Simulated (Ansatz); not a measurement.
**AlCu under changes of volume**

One of the cells (13.466 Å³/atom); the others are scaled copies at fixed shape and fractional positions:

```
CELL_PARAMETERS angstrom
2.99751 0.00000 0.00000
0.00000 2.99751 0.00000
0.00000 0.00000 2.99751
ATOMIC_POSITIONS crystal
Cu 0.50000 0.50000 0.50000
Al 0.00000 0.00000 0.00000
```

The cell comes from a database or a generator and needn't be the stable form of this composition.

| Item | Value |
| --- | --- |
| Program | Ansatz 0.2.0 |
| Functional | PBEsol |
| Potentials or basis | JTH PAW |
| Cutoff | 1350 eV (not typed: the program's choice for these potentials) |
| k mesh | 9 × 9 × 9 |
| Occupations | fermi-dirac, width 0.05 eV |
| Spin | no spin polarisation |

```tsv
volume (Å³/atom)	energy over the lowest point (meV/atom)	pressure (GPa)
12.658	1.97	2.7
12.928	0.00	-0.2
13.197	2.47	-2.7
13.466	8.86	-4.9
13.736	?	?
14.005	31.65	-8.5
14.274	47.32	-10.1
```

Task: What does the run at 13.736 Å³/atom give?

Result: Energy over the lowest point 18.72 meV/atom; pressure -6.8 GPa.

Worked out: A Birch-Murnaghan fit of order 3 (a polynomial in V^(-2/3)) to the other rows has its minimum at 12.91 Å³/atom with B0 = V·E''(V) = 127 GPa and B' = 4.8. It gives 18.73 meV/atom at 13.736 Å³/atom, against the run's 18.72, and -dE/dV = -6.8 GPa, against -6.8.

Energies are extrapolated to zero smearing.
